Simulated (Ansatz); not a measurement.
**TiAl: symmetry broken, then relaxed**

Method: DFT PBEsol, scalar-relativistic, plane waves, PAW (Ansatz). The runs took a 420 eV cutoff, a Γ-centred 10×10×10 mesh and Gaussian smearing (0.15 eV). No spin polarisation. Energies are free energies at this smearing, counted from the undisturbed cell; pressure is positive in compression.

The starting cell (relaxed at this level; it needn't be the usual structure):

```
Ti Al
1.0
     3.15647    0.00000    0.00000
     0.00000    3.15647    0.00000
     0.00000    0.00000    3.15647
Ti Al
1 1
Direct
  0.00000 0.00000 0.00000
  0.50000 0.50000 0.50000
```

The atoms are displaced (Å, in the unstrained cell):

```csv
atom,ux,uy,uz
Ti1,-0.015,-0.014,0.013
Al2,0.015,0.014,-0.013
```

The cell is strained by (-0.0040, -0.0089, 0.0129, -0.0011, -0.0210, 0.0327) (xx, yy, zz, yz, xz, xy; engineering shear). The atoms are then relaxed in that fixed cell.

Task: How much of the energy do the atoms recover?

Result: The disturbance cost 8.1 meV/atom, and 4.5 meV/atom remain in the strained cell. The final space group reads P-1 (tolerance 0.05 Å).

Final structure:

```
Ti Al
1.0
     3.14389    0.05154   -0.03316
     0.05154    3.12830   -0.00178
    -0.03316   -0.00178    3.19723
Ti Al
1 1
Direct
  0.00000 0.00000 0.00000
  0.50000 0.50000 0.50000
```

The relaxation, step by step (energy from the first step):

| step | ΔE (meV/atom) | largest force component (eV/Å) | pressure (GPa) |
| --- | --- | --- | --- |
| 1 | 0.0 | 0.169 | n/a |
| 2 | -3.6 | 0.017 | n/a |
| 3 | -3.6 | 0.000 | n/a |

Frames along the relaxation (Å, eV/Å):

```xyz
2
Lattice="3.144 0.052 -0.033 0.052 3.128 -0.002 -0.033 -0.002 3.197" Properties=species:S:1:pos:R:3:forces:R:3 pbc="T T T" step=1
Ti   -0.015   -0.014    0.013    0.169    0.168   -0.168
Al    1.596    1.603    1.568   -0.169   -0.168    0.168
2
Lattice="3.144 0.052 -0.033 0.052 3.128 -0.002 -0.033 -0.002 3.197" Properties=species:S:1:pos:R:3:forces:R:3 pbc="T T T" step=2
Ti    0.002    0.001   -0.001   -0.017   -0.017    0.015
Al    1.580    1.588    1.582    0.017    0.017   -0.015
2
Lattice="3.144 0.052 -0.033 0.052 3.128 -0.002 -0.033 -0.002 3.197" Properties=species:S:1:pos:R:3:forces:R:3 pbc="T T T" step=3
Ti    0.000    0.000    0.000    0.000    0.000    0.000
Al    1.581    1.589    1.581    0.000    0.000    0.000
```